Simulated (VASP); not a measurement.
**AlN in VASP: one cell, several levels of theory**

What does VASP give for AlN (wurtzite), under +2.0 % strain along z alone, the cell held fixed? Runs: PBE, r2SCAN. The results are then set beside those of Ansatz 0.2.0 for the same cell.

Program: VASP 6.6.1. PAW datasets, plane waves. Calculated at 0 K for a non-magnetic cell.

## Step 1: The structure to begin with

The cell comes from an earlier relaxation with r2SCAN in another program, then strained, with the atoms relaxed again.

The symmetry is P6_3mc (No. 186, hexagonal); a = 3.107 Å, c = 5.078 Å in the conventional setting, 10.61 Å³ an atom. Al has 4 N at 1.90–1.92 Å; N has 4 Al at 1.90–1.92 Å.

The structure in full:

```
CELL_PARAMETERS angstrom
3.10669 0.00000 0.00000
-1.55335 2.69048 0.00000
0.00000 0.00000 5.07816
ATOMIC_POSITIONS crystal
Al 0.33333 0.66667 0.99837
Al 0.66667 0.33333 0.49837
N 0.33333 0.66667 0.37663
N 0.66667 0.33333 0.87663
```

## Step 2: PBE at this geometry

Contents of INCAR:

```
ENCUT = 520.000000
SIGMA = 0.020000
EDIFF = 1.00e-07
GGA = PE
PREC = Accurate
IBRION = -1
ISIF = 2
ISMEAR = -1
NBANDS = 16
NELM = 120
NSW = 0
LASPH = .TRUE.
LCHARG = .FALSE.
LWAVE = .FALSE.
LREAL = .FALSE.
```

Contents of KPOINTS:

```
KPOINTS created by Atomic Simulation Environment
0
Gamma
12 12 6
0 0 0
```

Contents of KPOINTS_OPT:

```
special points
6
Reciprocal
0.0000000000 0.0000000000 0.0000000000 1
0.5000000000 0.0000000000 0.0000000000 1
0.3333333333 0.3333333333 0.0000000000 1
0.0000000000 0.0000000000 0.5000000000 1
0.5000000000 0.0000000000 0.5000000000 1
0.3333333333 0.3333333333 0.5000000000 1
```

Contents of POSCAR:

```
Al N
 1.0000000000000000
     3.1066937601931870    0.0000000000000000    0.0000000000000000
    -1.5533468800965935    2.6904757181059007    0.0000000000000000
     0.0000000000000000    0.0000000000000000    5.0781633829999997
 Al  N
   2   2
Cartesian
  0.0000000000000001  1.7936504787372671 -0.0082609380124685
  1.5533468800965935  0.8968252393686336  2.5308207534875318
  0.0000000000000001  1.7936504787372671  1.9125722066374686
  1.5533468800965935  0.8968252393686336  4.4516538981374687
```

Potentials: the recommended PBE PAW datasets, 16 valence electrons in the neutral cell.

Run with:

```bash
> mpirun -np 1 vasp_std
```

Standard output, without the iteration lines:

```text
POSCAR found type information on POSCAR AlN
 POSCAR found :  2 types and       4 ions
 LDA part: xc-table for (Slater+PW92), standard interpolation
 POSCAR, INCAR and KPOINTS ok, starting setup
 FFT: planning ... GRIDC
 FFT: planning ... GRID_SOFT
 FFT: planning ... GRID
 WAVECAR not read
 entering main loop
 Start KPOINTS_OPT (optional k-point list driver)
k-point batch [1-6\6]
```

OSZICAR:

```text
N       E                     dE             d eps       ncg     rms          rms(c)
DAV:   1     0.395342855648E+02    0.39534E+02   -0.73193E+03  2440   0.894E+02
DAV:   2    -0.310480549960E+02   -0.70582E+02   -0.65121E+02  3400   0.186E+02
DAV:   3    -0.344430081413E+02   -0.33950E+01   -0.33871E+01  3080   0.422E+01
DAV:   4    -0.344640957556E+02   -0.21088E-01   -0.21086E-01  3000   0.371E+00
DAV:   5    -0.344643739659E+02   -0.27821E-03   -0.27821E-03  3104   0.433E-01    0.121E+01
DAV:   6    -0.297563364858E+02    0.47080E+01   -0.10756E+01  2928   0.236E+01    0.413E+00
DAV:   7    -0.297830648450E+02   -0.26728E-01   -0.66517E-01  2608   0.571E+00    0.293E+00
DAV:   8    -0.297755943250E+02    0.74705E-02   -0.62496E-02  2728   0.229E+00    0.605E-01
DAV:   9    -0.297704091551E+02    0.51852E-02   -0.12534E-02  3264   0.821E-01    0.250E-01
DAV:  10    -0.297710438076E+02   -0.63465E-03   -0.23659E-03  2632   0.304E-01    0.136E-01
DAV:  11    -0.297709570067E+02    0.86801E-04   -0.18565E-04  2880   0.104E-01    0.338E-02
DAV:  12    -0.297709600815E+02   -0.30748E-05   -0.12074E-05  2728   0.277E-02    0.717E-03
DAV:  13    -0.297709598684E+02    0.21315E-06   -0.43102E-06  2920   0.159E-02    0.542E-03
DAV:  14    -0.297709598758E+02   -0.74161E-08   -0.33663E-07  2808   0.491E-03
   1 F= -.29770960E+02 E0= -.29770960E+02  d E =-.651214E-12
       N       E                     dE             ncg
DAV:   1     0.243625886006E+04   -0.23379E+04      192
DAV:   2     0.204298578161E+04   -0.39327E+03      280
DAV:   3     0.202607546987E+04   -0.16910E+02      232
DAV:   4     0.202596640038E+04   -0.10907E+00      232
DAV:   5     0.202596476358E+04   -0.16368E-02      240
DAV:   6     0.202596472583E+04   -0.37748E-04      224
DAV:   7     0.202596472479E+04   -0.10381E-05      232
DAV:   8     0.202596472477E+04   -0.28396E-07      208
```

The lines after F= are the extra pass for the points of KPOINTS_OPT, at fixed density; their E is not a total energy.

OUTCAR, selected sections:

```text
k-points           NKPTS =     76   k-points in BZ     NKDIM =     76   number of bands    NBANDS=     16

   NELECT =      16.0000    total number of electrons

   dimension x,y,z NGX =    24 NGY =   24 NGZ =   40
   dimension x,y,z NGXF=    48 NGYF=   48 NGZF=   80

  energy-cutoff  :      520.00
  volume of cell :       42.45
      direct lattice vectors                 reciprocal lattice vectors
     3.106693760  0.000000000  0.000000000     0.321885605  0.185840741  0.000000000
    -1.553346880  2.690475718  0.000000000     0.000000000  0.371681481  0.000000000
     0.000000000  0.000000000  5.078163383     0.000000000  0.000000000  0.196921588

 k-points in reciprocal lattice and weights: KPOINTS created by Atomic Simulation Env
   0.00000000  0.00000000  0.00000000       0.001
   0.08333333  0.00000000  0.00000000       0.007
   0.16666667  0.00000000  0.00000000       0.007
   0.25000000  0.00000000  0.00000000       0.007
   0.33333333  0.00000000  0.00000000       0.007
   0.41666667  0.00000000  0.00000000       0.007
   0.50000000  0.00000000  0.00000000       0.003
   0.08333333  0.08333333  0.00000000       0.007
[... 68 more k-points ...]

 E-fermi :   6.3249

 k-point     1 :       0.0000    0.0000    0.0000
  band No.  band energies     occupation
      1      -9.0904      2.00000
      2      -7.0761      2.00000
      3       0.0020      2.00000
      4       5.2465      2.00000
      5       5.2465      2.00000
      6       5.8376      2.00000
      7       5.8376      2.00000
      8       5.8772      2.00000
      9      10.0358      0.00000
     10      12.7076      0.00000
     11      16.3370      0.00000
     12      17.2321      0.00000
     13      17.2321      0.00000
     14      18.5487      0.00000
     15      19.1106      0.00000
     16      19.1106      0.00000

 k-point     2 :       0.0833    0.0000    0.0000
  band No.  band energies     occupation
      1      -9.0020      2.00000
      2      -7.0235      2.00000
      3       0.1081      2.00000
      4       4.8291      2.00000
      5       5.1311      2.00000
      6       5.4140      2.00000
      7       5.8203      2.00000
      8       5.8450      2.00000
      9      10.4553      0.00000
     10      13.0800      0.00000
     11      15.9917      0.00000
     12      16.6172      0.00000
     13      17.4852      0.00000
     14      18.5708      0.00000
     15      18.9134      0.00000
     16      19.1665      0.00000

 k-point     3 :       0.1667    0.0000    0.0000
  band No.  band energies     occupation
      1      -8.7445      2.00000
      2      -6.8791      2.00000
      3       0.4209      2.00000
      4       3.8116      2.00000
      5       4.5244      2.00000
      6       4.8593      2.00000
      7       5.7292      2.00000
      8       5.7435      2.00000
      9      11.3065      0.00000
     10      13.7758      0.00000
     11      15.0101      0.00000
     12      15.7907      0.00000
     13      18.1264      0.00000
     14      18.1331      0.00000
     15      18.3328      0.00000
     16      18.7776      0.00000

 k-point     4 :       0.2500    0.0000    0.0000
  band No.  band energies     occupation
      1      -8.3441      2.00000
      2      -6.6849      2.00000
      3       0.9213      2.00000
      4       2.6268      2.00000
      5       3.5471      2.00000
      6       4.5462      2.00000
      7       5.4912      2.00000
      8       5.6100      2.00000
      9      12.0408      0.00000
     10      13.5834      0.00000
     11      13.9526      0.00000
     12      16.0379      0.00000
     13      17.5354      0.00000
     14      17.8486      0.00000
     15      17.8857      0.00000
     16      19.3393      0.00000

 k-point     5 :       0.3333    0.0000    0.0000
  band No.  band energies     occupation
      1      -7.8544      2.00000
      2      -6.5160      2.00000
      3       1.5204      2.00000
      4       1.6229      2.00000
      5       2.6733      2.00000
      6       4.2735      2.00000
      7       5.0893      2.00000
      8       5.4658      2.00000
      9      12.1808      0.00000
     10      12.5781      0.00000
     11      13.8146      0.00000
     12      16.2548      0.00000
     13      17.3312      0.00000
     14      17.6170      0.00000
     15      17.8868      0.00000
     16      20.3779      0.00000

[... the tables of k-points 6 to 76 left out ...]

  Total        0.6438139      0.6438139     -0.8465181      0.0000000      0.0000000     -0.0000000
  in kB       24.3017038     24.3017038    -31.9530753      0.0000000      0.0000000     -0.0000000
  external PRESSURE =       5.5501108 kB  Pullay stress =       0.0000000 kB

 POSITION                                       TOTAL-FORCE (eV/Angst)
 -----------------------------------------------------------------------------------
      0.00000      1.79365      5.06990         0.000000     -0.000000      0.003167
      1.55335      0.89683      2.53082         0.000000     -0.000000      0.003167
      0.00000      1.79365      1.91257        -0.000000      0.000000     -0.003167
      1.55335      0.89683      4.45165         0.000000     -0.000000     -0.003167
 -----------------------------------------------------------------------------------
    total drift:                               -0.000000     -0.000000      0.001139

  FREE ENERGIE OF THE ION-ELECTRON SYSTEM (eV)
  ---------------------------------------------------
  free  energy   TOTEN  =       -29.7709598758 eV

  energy  without entropy=      -29.7709598758  energy(sigma->0) =      -29.77095988
```

Hardware: 1 MPI rank of Intel Xeon Platinum 8488C, shared host.

The levels at the points of KPOINTS_OPT are read from vasprun.xml.

Levels at the named points, in eV from the top of band v (v: the last filled band by count, c: the next):

```csv
point,v−1,v,c,c+1
Γ,-0.04,0.00,4.16,6.83
M,-1.67,-0.56,5.74,5.97
K,-2.25,-2.25,5.05,8.45
A,-0.34,-0.34,6.50,6.50
L,-1.27,-1.27,5.30,5.30
H,-0.76,-0.76,7.38,7.38
```

PBE gives a direct gap of 4.16 eV at Γ. Pressure: 0.56 GPa; the forces vanish within 0.01 eV/Å.

## Step 3: r2SCAN

Contents of INCAR:

```
ENCUT = 520.000000
SIGMA = 0.010000
EDIFF = 1.00e-07
ALGO = Normal
METAGGA = R2SCAN
PREC = Accurate
IBRION = -1
ISIF = 2
ISMEAR = 0
NBANDS = 16
NELM = 120
NSW = 0
LASPH = .TRUE.
LCHARG = .FALSE.
LWAVE = .FALSE.
LREAL = .FALSE.
```

KPOINTS is that of step 2.

KPOINTS_OPT is that of step 2.

POSCAR is that of step 2.

Run with:

```bash
> mpirun -np 1 vasp_std
```

Printed to the terminal (iteration lines stand in OSZICAR):

```text
POSCAR found type information on POSCAR AlN
 POSCAR found :  2 types and       4 ions
 -----------------------------------------------------------------------------
|                                                                             |
|                                                                             |
|     You enforced a specific xc type in the INCAR file but a different       |
|     I HOPE YOU KNOW WHAT YOU ARE DOING!                                     |
|                                                                             |
 -----------------------------------------------------------------------------

 LDA part: xc-table for (None), standard interpolation
 POSCAR, INCAR and KPOINTS ok, starting setup
 FFT: planning ... GRIDC
 FFT: planning ... GRID_SOFT
 FFT: planning ... GRID
 WAVECAR not read
 entering main loop
 Start KPOINTS_OPT (optional k-point list driver)
k-point batch [1-6\6]
```

OSZICAR:

```text
N       E                     dE             d eps       ncg     rms          rms(c)
DAV:   1     0.294979371970E+02    0.29498E+02   -0.75749E+03  2440   0.926E+02
DAV:   2    -0.435152030549E+02   -0.73013E+02   -0.67314E+02  3424   0.193E+02
DAV:   3    -0.470376894687E+02   -0.35225E+01   -0.35147E+01  3048   0.438E+01
DAV:   4    -0.470606364816E+02   -0.22947E-01   -0.22946E-01  3032   0.395E+00
DAV:   5    -0.470609580891E+02   -0.32161E-03   -0.32161E-03  3072   0.474E-01    0.124E+01
DAV:   6    -0.381173442219E+02    0.89436E+01   -0.82822E+00  2776   0.202E+01    0.508E+00
DAV:   7    -0.383942779440E+02   -0.27693E+00   -0.11668E+00  3024   0.711E+00    0.334E+00
DAV:   8    -0.384434729134E+02   -0.49195E-01   -0.70125E-02  2536   0.269E+00    0.879E-01
DAV:   9    -0.384350933962E+02    0.83795E-02   -0.18700E-02  3208   0.110E+00    0.197E-01
DAV:  10    -0.384356196043E+02   -0.52621E-03   -0.21291E-03  2808   0.307E-01    0.102E-01
DAV:  11    -0.384355478683E+02    0.71736E-04   -0.13641E-04  3160   0.945E-02    0.230E-02
DAV:  12    -0.384355479735E+02   -0.10523E-06   -0.94765E-06  2640   0.252E-02    0.712E-03
DAV:  13    -0.384355449203E+02    0.30532E-05   -0.29865E-06  3128   0.134E-02    0.194E-03
DAV:  14    -0.384355441405E+02    0.77973E-06   -0.17994E-07  2312   0.361E-03    0.792E-04
DAV:  15    -0.384355441593E+02   -0.18796E-07   -0.94109E-09  1544   0.795E-04
   1 F= -.38435544E+02 E0= -.38435544E+02  d E =-.773981E-41
       N       E                     dE             ncg
DAV:   1     0.240939280892E+04   -0.23647E+04      192
DAV:   2     0.199681773143E+04   -0.41258E+03      288
DAV:   3     0.197927712236E+04   -0.17541E+02      232
DAV:   4     0.197916191760E+04   -0.11520E+00      232
DAV:   5     0.197915993230E+04   -0.19853E-02      232
DAV:   6     0.197915988027E+04   -0.52025E-04      232
DAV:   7     0.197915987867E+04   -0.15987E-05      232
DAV:   8     0.197915987863E+04   -0.48675E-07      216
```

Parts of OUTCAR:

```text
k-points           NKPTS =     76   k-points in BZ     NKDIM =     76   number of bands    NBANDS=     16

   NELECT =      16.0000    total number of electrons

   dimension x,y,z NGX =    24 NGY =   24 NGZ =   40
   dimension x,y,z NGXF=    48 NGYF=   48 NGZF=   80

  energy-cutoff  :      520.00
  volume of cell :       42.45
      direct lattice vectors                 reciprocal lattice vectors
     3.106693760  0.000000000  0.000000000     0.321885605  0.185840741  0.000000000
    -1.553346880  2.690475718  0.000000000     0.000000000  0.371681481  0.000000000
     0.000000000  0.000000000  5.078163383     0.000000000  0.000000000  0.196921588

 k-points in reciprocal lattice and weights: KPOINTS created by Atomic Simulation Env
   0.00000000  0.00000000  0.00000000       0.001
   0.08333333  0.00000000  0.00000000       0.007
   0.16666667  0.00000000  0.00000000       0.007
   0.25000000  0.00000000  0.00000000       0.007
   0.33333333  0.00000000  0.00000000       0.007
   0.41666667  0.00000000  0.00000000       0.007
   0.50000000  0.00000000  0.00000000       0.003
   0.08333333  0.08333333  0.00000000       0.007
[... 68 more k-points ...]

 E-fermi :   5.6979

 k-point     1 :       0.0000    0.0000    0.0000
  band No.  band energies     occupation
      1     -10.1286      2.00000
      2      -8.1474      2.00000
      3      -0.3214      2.00000
      4       4.9595      2.00000
      5       4.9595      2.00000
      6       5.5609      2.00000
      7       5.5609      2.00000
      8       5.6070      2.00000
      9      10.4384      0.00000
     10      13.2742      0.00000
     11      17.0347      0.00000
     12      17.8241      0.00000
     13      17.8241      0.00000
     14      19.2255      0.00000
     15      19.7850      0.00000
     16      19.7850      0.00000

 k-point     2 :       0.0833    0.0000    0.0000
  band No.  band energies     occupation
      1     -10.0400      2.00000
      2      -8.0953      2.00000
      3      -0.2132      2.00000
      4       4.5454      2.00000
      5       4.8421      2.00000
      6       5.1467      2.00000
      7       5.5438      2.00000
      8       5.5743      2.00000
      9      10.8541      0.00000
     10      13.6525      0.00000
     11      16.6417      0.00000
     12      17.1986      0.00000
     13      18.0930      0.00000
     14      19.2586      0.00000
     15      19.6071      0.00000
     16      19.8267      0.00000

 k-point     3 :       0.1667    0.0000    0.0000
  band No.  band energies     occupation
      1      -9.7825      2.00000
      2      -7.9527      2.00000
      3       0.1053      2.00000
      4       3.5265      2.00000
      5       4.2531      2.00000
      6       4.5654      2.00000
      7       5.4571      2.00000
      8       5.4668      2.00000
      9      11.7228      0.00000
     10      14.3585      0.00000
     11      15.5507      0.00000
     12      16.3858      0.00000
     13      18.8020      0.00000
     14      18.8357      0.00000
     15      18.9744      0.00000
     16      19.3361      0.00000

 k-point     4 :       0.2500    0.0000    0.0000
  band No.  band energies     occupation
      1      -9.3839      2.00000
      2      -7.7621      2.00000
      3       0.6140      2.00000
      4       2.3302      2.00000
      5       3.2586      2.00000
      6       4.2463      2.00000
      7       5.2179      2.00000
      8       5.3319      2.00000
      9      12.4876      0.00000
     10      14.0658      0.00000
     11      14.4841      0.00000
     12      16.7187      0.00000
     13      18.1493      0.00000
     14      18.4574      0.00000
     15      18.5726      0.00000
     16      20.0283      0.00000

 k-point     5 :       0.3333    0.0000    0.0000
  band No.  band energies     occupation
      1      -8.9004      2.00000
      2      -7.5970      2.00000
      3       1.2321      2.00000
      4       1.3033      2.00000
      5       2.3683      2.00000
      6       3.9677      2.00000
      7       4.8173      2.00000
      8       5.1854      2.00000
      9      12.6360      0.00000
     10      12.9926      0.00000
     11      14.3633      0.00000
     12      16.9386      0.00000
     13      17.8687      0.00000
     14      18.3431      0.00000
     15      18.5772      0.00000
     16      21.1802      0.00000

[... the tables of k-points 6 to 76 left out ...]

  Total       -0.6004815     -0.6004815     -2.1362709      0.0000000      0.0000000      0.0000000
  in kB      -22.6660594    -22.6660594    -80.6366948      0.0000000      0.0000000      0.0000000
  external PRESSURE =     -41.9896045 kB  Pullay stress =       0.0000000 kB

 POSITION                                       TOTAL-FORCE (eV/Angst)
 -----------------------------------------------------------------------------------
      0.00000      1.79365      5.06990        -0.000000     -0.000000     -0.004676
      1.55335      0.89683      2.53082         0.000000      0.000000     -0.004676
      0.00000      1.79365      1.91257        -0.000000     -0.000000      0.004676
      1.55335      0.89683      4.45165         0.000000      0.000000      0.004676
 -----------------------------------------------------------------------------------
    total drift:                               -0.000000     -0.000000     -0.014501

  FREE ENERGIE OF THE ION-ELECTRON SYSTEM (eV)
  ---------------------------------------------------
  free  energy   TOTEN  =       -38.4355441593 eV

  energy  without entropy=      -38.4355441593  energy(sigma->0) =      -38.43554416
```

Hardware: 1 MPI rank of Intel Xeon Platinum 8488C, shared host.

The levels at the points of KPOINTS_OPT are read from vasprun.xml.

Near the gap, in eV above the top of the last filled band v; c is the band after it:

```csv
point,v−1,v,c,c+1
Γ,-0.05,0.00,4.83,7.67
M,-1.65,-0.57,6.37,6.70
K,-2.27,-2.27,5.67,9.23
A,-0.36,-0.36,7.26,7.26
L,-1.30,-1.30,5.97,5.97
H,-0.77,-0.77,8.09,8.09
```

The r2SCAN gap is 4.83 eV, direct at Γ. The pressure is -4.20 GPa; the forces vanish within 0.01 eV/Å.

## Step 4: What came out

| level | gap (eV) | pressure (GPa) | Ansatz: gap (eV) | Ansatz: pressure (GPa) |
| --- | --- | --- | --- | --- |
| PBE | 4.16 | 0.56 | 4.15 | 0.82 |
| r2SCAN | 4.83 | -4.20 | 4.79 | -3.80 |

**Reading.** The gap spans 4.16 eV (PBE) to 4.83 eV (r2SCAN). The pressure is highest with PBE (0.6 GPa) and lowest with r2SCAN (-4.2 GPa), which orders the cells that they would relax to. The two programs agree on the gap within 0.05 eV, far less than the spread between functionals. Datasets and cutoffs are each program's own.
